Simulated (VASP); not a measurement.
Wanted: the native input for a VASP 6.6.1 run.

```
Task                   : relaxation of cell and atoms
Functional             : PBE
Dispersion             : D3(BJ)
Potentials or basis    : VASP PAW PBE potentials, release 64 (Sr_sv, Ti_sv, O)
Cutoff                 : 600 eV
k mesh                 : 8 × 8 × 8
Occupations            : gaussian, width 0.03 eV
Spin                   : no spin polarisation
Further INCAR settings : ALGO = Normal; EDIFF = 1e-06; IBRION = 2; EDIFFG = -0.01; NSW = 90; ISIF = 3
```

The structure of SrTiO3 lies in POSCAR:

```
SrTiO3
1.0
    3.9052800000      0.0000000000      0.0000000000
    0.0000000000      3.9052800000      0.0000000000
    0.0000000000      0.0000000000      3.9052800000
Sr Ti O
1 1 3
Direct
    0.5000000000      0.5000000000      0.5000000000
    0.0000000000      0.0000000000      0.0000000000
    0.5000000000      0.0000000000      0.0000000000
    0.0000000000      0.5000000000      0.0000000000
    0.0000000000      0.0000000000      0.5000000000
```

The input as run:

INCAR

```
SYSTEM = SrTiO3
PREC     = Accurate       ! precision mode
ENCUT    = 600            ! plane-wave cutoff, eV
EDIFF    = 1E-6           ! SCF threshold, eV
ISMEAR   = 0              ! smearing method
SIGMA    = 0.03           ! smearing width, eV
LREAL    = .False.        ! projectors in reciprocal space
LASPH    = .True.         ! aspherical terms in the spheres
NELM     = 80             ! most SCF steps
ALGO     = Normal         ! electronic algorithm
ISIF     = 3              ! what is computed and relaxed
LWAVE    = .False.        ! write WAVECAR
LCHARG   = .False.        ! write CHGCAR
GGA      = PE             ! functional
IVDW     = 12             ! dispersion correction
IBRION   = 2              ! ionic algorithm
NSW      = 90             ! ionic steps
EDIFFG   = -0.01          ! ionic threshold
```

KPOINTS

```
Automatic mesh
0
Gamma
  8 8 8
  0 0 0
```

Potentials or basis: VASP PAW PBE potentials, release 64 (Sr_sv, Ti_sv, O).

Launch:

```console
$ cat potpaw_PBE.64/Sr_sv/POTCAR potpaw_PBE.64/Ti_sv/POTCAR potpaw_PBE.64/O/POTCAR > POTCAR
$ mpirun -np 1 vasp_std > vasp.out
```

It gave:

```json
{
  "Relaxed volume": "11.99 Å³/atom",
  "Relaxed cell": "a = 3.913 Å, b = 3.913 Å, c = 3.913 Å, α = 90.00°, β = 90.00°, γ = 90.00°",
  "Space group after relaxing (to 0.05 Å)": "Pm-3m (No. 221)",
  "Energy gained by relaxing": "0.2 meV/atom",
  "Ionic steps": "3",
  "Pressure after relaxing": "0.0 GPa",
  "Band gap on the k mesh": "1.85 eV, indirect (least direct gap 2.20 eV)",
  "Dispersion energy per atom": "-0.264 eV"
}
```

Run time: 65 s on 1 thread of Intel(R) Xeon(R) Platinum 8488C (Sapphire Rapids), with other jobs on the host, peak memory 0.24 GiB.
